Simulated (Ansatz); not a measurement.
# Pt (P6_3/mmc) in Ansatz: convergence with ecutfock ratio

Aim: find how far ecutfock ratio must go before the results for Pt settle, at HSE06. This setting moves, with any that are tied to it; all else stays.

Program: Ansatz 0.2.0. These are calculated values, not measurements. Logs are shortened: lines on timing, memory, paths and dates and some standing lists are left out, and cuts for length are marked.

**1. The structure**

Symmetry: P6_3/mmc, No. 194, hexagonal system. The conventional cell has a = 2.761 Å, b = 2.761 Å, c = 4.792 Å, α = 90.00°, β = 90.00°, γ = 120.00°. Pt (site symmetry -6m2) has 12 Pt at 2.76 to 2.88 Å as nearest neighbours.

This isn't the form of Pt at room conditions, which is fcc.

**2. With ecutfock ratio 1**

Input file input.yaml:

```yaml
crystal:
  lattice:
    - [2.7606656158, 0.0, 0.0]
    - [-1.3803328079, 2.3908065546, 0.0]
    - [0.0, 0.0, 4.792134]
  atoms:
    - { symbol: Pt, position: [0.3333333333, 0.6666666667, 0.25] }
    - { symbol: Pt, position: [0.6666666667, 0.3333333333, 0.75] }
hamiltonian:
  xc: hse06
  pseudopotentials: { kind: paw }
kpoints:
  mp_grid: { grid: [6, 6, 3] }
scf:
  occupations: { method: gaussian, width: 0.1 }
  exx: { ecutfock_ratio: 1 }
output:
  forces: true
  stress: true
  eigenvalues: true
```

Potentials or basis: Ansatz PAW.

Run with:

```
$ ansatz run input.yaml --threads 2 --pin off --max-ram 5632MiB --backend cpu --events-out ev --progress --plain --runs-dir out
```

The log of the run:

```text
Warning: output.stress: scf.convergence.dr2_threshold = 1e-7 eV (the SCF's general default) is looser than the 2e-10 eV advised for a printed stress (1e-10 eV for each atom of the cell: 2). What an SCF threshold leaves in a stress goes as its square root, and in the free energy as the threshold itself, and one threshold admits the most on a small cell: of the crystals measured, under no hybrid functional and no lock of the moments, on runs that ended without the residual-converged pass, on stresses that held no estimate of that error, the worst erred by over 100 MPa in a component at 1e-7 eV an atom and by under 5 at 1e-10. Set scf.convergence.dr2_threshold to 2e-10 eV or tighter. The threshold is an SCF's pass mark: one that does not reach it within its budget of iterations ends unconverged, or closes short of it on a stop that the run arms, and scf.convergence.dr2_threshold's page says what that costs each kind of run
Warning: output.stress: scf.exx.energy_threshold = 1e-6 eV is looser than the 2e-8 eV advised for a stress under a hybrid functional (1e-8 eV for each atom of the cell: 2). Every SCF of the exchange loop can meet its threshold on dr2 while the loop round them stops early: no threshold on dr2 bounds what that leaves in the stress. Set scf.exx.energy_threshold to 2e-8 eV or tighter. The threshold is the loop's pass mark: a loop that does not reach it within its budget of cycles ends unconverged, and scf.exx.energy_threshold's page has the law
settings of this run that can trade accuracy for cost: scf.exx.ecutfock_ratio: 1 (norm-conserving) | under the files' recommended ratio and basis.ecutrho_ratio (paw). Do not mix this run's numbers with those of runs without the same settings; the input reference describes each key
Warning: RAYON_NUM_THREADS=2 ignored (pool sized by the plan → 2); use --threads N
Engine: ansatz 0.2.0, aarch64-unknown-linux-gnu
Pseudopotentials: kind: paw
Pseudopotential: Pt, paw, valence charge 18, recommended cutoff 420 eV (normal), Pt.paw.azcp
Functional definition: HSE06
  parameter a = 0.25
  parameter omega = 0.11/bohr
  exchange = pbe_x - a*pbe_x_sr(omega) + a*exact_x_sr(omega)
  correlation = pbe_c
Crystal: 2 atoms, lattice volume = 31.629 Å³
Basis set: ecut = 420 eV, 623 PW (Γ), exchange–correlation on 40×40×72 points (8 copies of the dense FFT grid, shifted against one another)
Bands: 22, of which v1, the nominal top of the filled ones, is band 18 counted from 1 (17 counted from 0)
Symmetry: 24 space group operations
Space group: P63/mmc (ITA 194), of the structure as read, at distance tolerance 3.2e-5 Å
k-points: 14 of 108
Non-local potential: Pt, projectors of the file, l = 0: 3, l = 1: 2, l = 2: 2, l = 3: 1
[... 53 lines left out ...]
  E_hartree    = 1132.212448
  E_xc         = -416.029367
  E_vxc        = -477.845918  (∫ρ·V_xc dr)
  E_exx        = -126.862053  (= α·E_x^exact, valence–valence)
  E_paw        = -18890.677170  (= ΣΔE_a)
  E_vpaw       = -535.965156  (= ΣTr[D̂ρ^β])
  E_aug_tail   = 0.000403  (compensation charges beyond the density's cutoff)
  E_ewald      = -5365.390779
  E_core_change = -4.055586  (= ΣΔE_core)
  E_smearing   = -0.000077  (= −TS)
  E_closure    = 0.000000  (closes the sum)
  Σ components = -25050.042886   (vs F -25050.042886, Δ=-3.64e-12)
--- Forces (eV/Å), atoms counted from 1 ---
  atom   1  Pt    -0.00000000    -0.00000000     0.00000000
  atom   2  Pt     0.00000000     0.00000000    -0.00000000
  max |Σ_I F_I| component: 1.85e-17 eV/Å
--- Stress (GPa, compression-positive) ---
      -11.200509       0.000000      -0.000000
       -0.000000     -11.200509      -0.000000
       -0.000000      -0.000000      -9.101935
  P = ⅓ Tr σ = -10.5010 GPa (-105.010 kbar)
--- Band table (eV; the first three rows and the last of 14) ---
  k-point 0: bands = ["-81.1349", "-81.1115", "-34.1868", "-33.8425", "-33.8425", "-33.7899", "-33.7899", "-33.7677", "10.9647", "13.5964", "16.8055", "17.3886", "17.3886", "17.7735", "17.7735", "18.9368", "18.9368", "20.7942", "20.7942", "20.8071", "27.1940", "37.6958"]
  k-point 1: bands = ["-81.1291", "-81.1174", "-34.0813", "-33.8715", "-33.8299", "-33.8299", "-33.8032", "-33.8032", "11.9530", "13.4172", "16.7053", "17.3093", "17.3093", "17.5302", "17.5302", "18.0293", "19.6049", "19.6049", "20.5208", "20.5208", "31.6060", "36.3259"]
  k-point 2: bands = ["-81.1263", "-81.1057", "-34.1506", "-33.9578", "-33.9088", "-33.8761", "-33.8157", "-33.7809", "12.0374", "14.4662", "16.5923", "17.2396", "17.4622", "17.8444", "18.2599", "18.4985", "18.5977", "18.6388", "20.9006", "24.7775", "27.0951", "37.7814"]
  k-point 13: bands = ["-81.0904", "-81.0904", "-34.1778", "-34.1778", "-34.1715", "-34.1217", "-33.8918", "-33.8918", "15.6501", "15.6501", "15.7122", "16.5548", "17.2738", "17.2738", "18.3998", "19.0480", "20.9965", "20.9965", "27.7862", "27.7862", "29.8525", "30.8166"]
settings of this run that can trade accuracy for cost: scf.exx.ecutfock_ratio: 1 (norm-conserving) | under the files' recommended ratio and basis.ecutrho_ratio (paw). Do not mix this run's numbers with those of runs without the same settings; the input reference describes each key
```

Wall time 8.2 s (2 threads of Arm Neoverse V1, shared host); peak memory 0.51 GiB.

Results:

```
Free energy            : -25050.0429 eV
Pressure               : -10.5 GPa
Band gap on the k mesh : none (metal or under the smearing width)
```

**3. With ecutfock ratio 2**

Edit input.yaml of step 2 so:

```diff
@@ -15,3 +15,3 @@
   occupations: { method: gaussian, width: 0.1 }
-  exx: { ecutfock_ratio: 1 }
+  exx: { ecutfock_ratio: 2 }
 output:
```

Potentials or basis: Ansatz PAW.

Run with:

```
$ ansatz run input.yaml --threads 2 --pin off --max-ram 5632MiB --backend cpu --events-out ev --progress --plain --runs-dir out
```

Run time: 10 s. Hardware: 2 threads of Arm Neoverse V1, shared host; peak memory 0.61 GiB.

Results:

```
Free energy            : -25050.3088 eV
Pressure               : -10.5 GPa
Band gap on the k mesh : none (metal or under the smearing width)
```

**4. With ecutfock ratio 3**

Edit input.yaml of step 3 so:

```diff
@@ -15,3 +15,3 @@
   occupations: { method: gaussian, width: 0.1 }
-  exx: { ecutfock_ratio: 2 }
+  exx: { ecutfock_ratio: 3 }
 output:
```

Run with:

```
$ ansatz run input.yaml --threads 2 --pin off --max-ram 5632MiB --backend cpu --events-out ev --progress --plain --runs-dir out
```

Run time: 10 s. Hardware: 2 threads of Arm Neoverse V1, shared host; peak memory 0.61 GiB.

Results (log left out):

* Free energy: -25050.3098 eV
* Pressure: -10.5 GPa
* Band gap on the k mesh: none (metal or under the smearing width)

**5. With ecutfock ratio 4**

Edit input.yaml of step 4 so:

```diff
@@ -15,3 +15,3 @@
   occupations: { method: gaussian, width: 0.1 }
-  exx: { ecutfock_ratio: 3 }
+  exx: { ecutfock_ratio: 4 }
 output:
```

Run with:

```
$ ansatz run input.yaml --threads 2 --pin off --max-ram 5632MiB --backend cpu --events-out ev --progress --plain --runs-dir out
```

Wall time 10 s (2 threads of Arm Neoverse V1, shared host); peak memory 0.63 GiB.

The run converged. Its results:

```
Free energy            : -25050.3098 eV
Pressure               : -10.5 GPa
Band gap on the k mesh : none (metal or under the smearing width)
```

**6. The series at a glance**

| ecutfock ratio | energy less the tightest run, at zero smearing (meV/atom) | SCF cycles | CPU time (s) | peak memory (GiB) |
| --- | --- | --- | --- | --- |
| 1 | 133.47 | 14 | 14 | 0.51 |
| 2 | 0.49 | 14 | 17 | 0.61 |
| 3 | 0.00 | 14 | 18 | 0.61 |
| 4 | 0.00 | 14 | 18 | 0.63 |

Against the tightest run, the energy stays within 1 meV/atom from 2 on. The tightest run that finished is the yardstick and may itself not be fully converged.

Caveats: all runs use coarse meshes; the PAW data sets come from PBE, with cores solved anew for the run's functional, which leaves a small shift of forces and pressure; the thresholds are loose for stress.
